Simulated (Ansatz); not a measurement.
# BAs under changes of volume

One of the cells (13.626 Å³/atom); the others are scaled copies at fixed shape and fractional positions:

```xyz
2
Lattice="0.0000 2.3885 2.3885 2.3885 0.0000 2.3885 2.3885 2.3885 0.0000" Properties=species:S:1:pos:R:3 pbc="T T T"
As    3.5827    3.5827    3.5827
B     0.0000    0.0000    0.0000
```

```yaml
Program: Ansatz 0.2.0
Functional: RPBE
Dispersion: D4
Potentials_or_basis: Ansatz PAW
Cutoff: "420 eV (not typed: the program's choice for these potentials)"
k_mesh: 10 × 10 × 10
Occupations: fermi-dirac, width 0.05 eV
Spin: no spin polarisation
```

| volume (Å³/atom) | energy over the lowest point (meV/atom) | pressure (GPa) | gap on the mesh (eV) |
| --- | --- | --- | --- |
| 12.809 | ? | ? | ? |
| 13.081 | 0.00 | 0.9 | 1.17 |
| 13.354 | 1.08 | -2.1 | 1.19 |
| 13.626 | 6.88 | -4.7 | 1.22 |
| 13.899 | 16.93 | -7.1 | 1.24 |
| 14.171 | 30.77 | -9.2 | 1.26 |
| 14.444 | 47.98 | -11.0 | 1.28 |

Question: What does the run at 12.809 Å³/atom give?

Answer: Energy over the lowest point 4.24 meV/atom; pressure 4.2 GPa; gap on the mesh 1.15 eV.

Worked out: A Birch-Murnaghan fit of order 3 (a polynomial in V^(-2/3)) to the other rows has its minimum at 13.16 Å³/atom with B0 = V·E''(V) = 146 GPa and B' = 4.5. It gives 4.25 meV/atom at 12.809 Å³/atom, against the run's 4.24, and -dE/dV = 4.2 GPa, against 4.2. A straight line through the other rows of the gap, of slope 1.13 eV per unit of ln V, extrapolates to 1.15 eV, against the run's 1.15.

Energies are extrapolated to zero smearing.

Caveats: the PAW data sets come from PBE, with cores solved anew for the run's functional, which leaves a small shift of forces and pressure.

A mesh can miss the band edges. Spin-orbit coupling on As is left out.
